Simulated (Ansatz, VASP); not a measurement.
**Two plane-wave programs on SrO**

The input POSCAR:

```
SrO
1.0
    3.1028650697     -0.0808296351      0.0000000000
   -0.0808296351      3.1028650697      0.0000000000
    0.0000000000      0.0000000000      3.1028650697
Sr O
1 1
Direct
    0.0000000000      0.0000000000      0.0000000000
    0.5000000000      0.5000000000      0.5000000000
```

Contents of INCAR.step1:

```
PREC = Accurate
ENCUT = 520
ISMEAR = 0
SIGMA = 0.01
LREAL = F
LASPH = T
NELM = 100
NBANDS = 15
GGA = PE
ALGO = Normal
EDIFF = 1E-4
LWAVE = T
LCHARG = F
```

The input INCAR.step2:

```
PREC = Accurate
ENCUT = 520
EDIFF = 1E-6
ISMEAR = 0
SIGMA = 0.01
LREAL = F
LASPH = T
NELM = 100
ALGO = Normal
ISIF = 2
LWAVE = F
LCHARG = F
METAGGA = R2SCAN
LMIXTAU = T
NBANDS = 15
ISTART = 1
```

The input KPOINTS:

```
Automatic mesh
0
Gamma
  8 8 8
```

Input for Ansatz:

```yaml
crystal:
  lattice:
    - [3.1028650697, -0.0808296351, 0.0]
    - [-0.0808296351, 3.1028650697, 0.0]
    - [0.0, 0.0, 3.1028650697]
  atoms:
    - { symbol: Sr, position: [0.0, 0.0, 0.0] }
    - { symbol: O, position: [0.5, 0.5, 0.5] }
kpoints:
  mp_grid: { grid: [8, 8, 8] }
  band_path:
    path:
      - [0.0, 0.0, 0.0]
      - [0.0, 0.5, 0.0]
      - [0.5, 0.5, 0.0]
      - [0.5, 0.5, 0.5]
      - [0.0, 0.5, 0.5]
    npoints: 1
hamiltonian:
  xc: r2scan
scf:
  occupations: { method: fixed }
  n_extra_bands: 4
output:
  forces: true
  stress: true
  eigenvalues: true
  write_density: true
  write_potential: true
  elf: true
  volumetric_format: npy
```

Change from the starting cell: shear_xy strain -5.2%.

Alike in both runs: task single point; functional r2SCAN; k mesh 8 × 8 × 8; no spin polarisation.

|  | VASP | Ansatz |
| --- | --- | --- |
| version | VASP 6.6.1 | Ansatz 0.2.0 |
| potentials or method | VASP PAW PBE potentials, release 64 (Sr_sv, O) | plane waves, PAW |
| plane-wave cutoff (eV) | 520 | 500 |
| occupations | gaussian, width 0.01 eV | fixed |
| valence electrons in the cell | 16 | 16 |

|  | VASP | Ansatz | Ansatz less VASP |
| --- | --- | --- | --- |
| gap on the k mesh at the Fermi level (eV) | 3.25 | 3.32 | +0.063 |
| pressure (GPa) | 1.1 | 0.3 | -0.76 |
| largest component of the traceless stress (GPa) | 0.27 | 0.17 | -0.098 |

Caveats: the PAW data sets were made with another functional, which shifts forces and pressure a little (VASP). A k mesh can miss the band edges.
